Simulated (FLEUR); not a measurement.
**Sb: single point with PBEsol**

The system is Sb.

```
Sb
1.0
     3.01465    0.00000    0.00000
     0.00000    4.19748    0.00000
    -0.03757    0.00000    4.25380
Sb
2
Direct
  0.01139 0.25000 0.24117
  0.98861 0.75000 0.75883
```

This isn't the form of Sb at room conditions, which is rhombohedral.

```yaml
Program: FLEUR MaX-R8.1 (later development tree)
Task: single point
Functional: PBEsol
Potentials_or_basis: all-electron
Basis: FLAPW
Kmax: 4.1 1/bohr
k_mesh: 9 × 6 × 6
Occupations: fermi-dirac, width 0.05 eV
Spin: no spin polarisation
```

* Band gap on the k mesh: none (metal or under the smearing width)
* Valence electrons inside the program's atomic spheres: Sb 18.61 (radii Sb 2.45 bohr)

Levels at points of the mesh, in eV from the Fermi level:
```
           k point  band 17  band 18  band 19  band 20  band 21  band 22  band 23  band 24  band 25  band 26
(0.00, 0.00, 0.00)   -13.42    -7.46    -4.23    -4.08     1.54     3.17     3.42     3.53     6.95     7.20
(0.00, 0.00, 0.50)   -11.67   -11.21    -1.95    -1.40    -1.13    -0.95     4.88     5.31     7.94     8.20
(0.00, 0.50, 0.00)   -11.40   -11.40    -1.84    -1.84    -1.13    -1.13     5.12     5.12     8.38     8.38
(0.00, 0.50, 0.50)   -10.55   -10.55    -6.49    -6.49     5.55     5.55     5.84     5.84     9.73     9.73
```

Core levels (eV from the Fermi level):
```csv
atom,levels
1 Sb,"1s1/2 -30266.0, 2s1/2 -4601.1, 2p1/2 -4304.8, 2p3/2 -4053.2, 3s1/2 -898.6, 3p1/2 -777.4, 3p3/2 -731.0, 4s1/2 -144.3, 3d3/2 -517.0, 3d5/2 -507.3"
2 Sb,"1s1/2 -30266.0, 2s1/2 -4601.1, 2p1/2 -4304.8, 2p3/2 -4053.2, 3s1/2 -898.6, 3p1/2 -777.4, 3p3/2 -731.0, 4s1/2 -144.3, 3d3/2 -517.0, 3d5/2 -507.3"
```

Run time: 2.2 min on 1 thread of Arm Neoverse V2, with other jobs on the host, peak memory 0.1 GiB.

The run has no spin-orbit coupling, so splittings on Sb are missing.
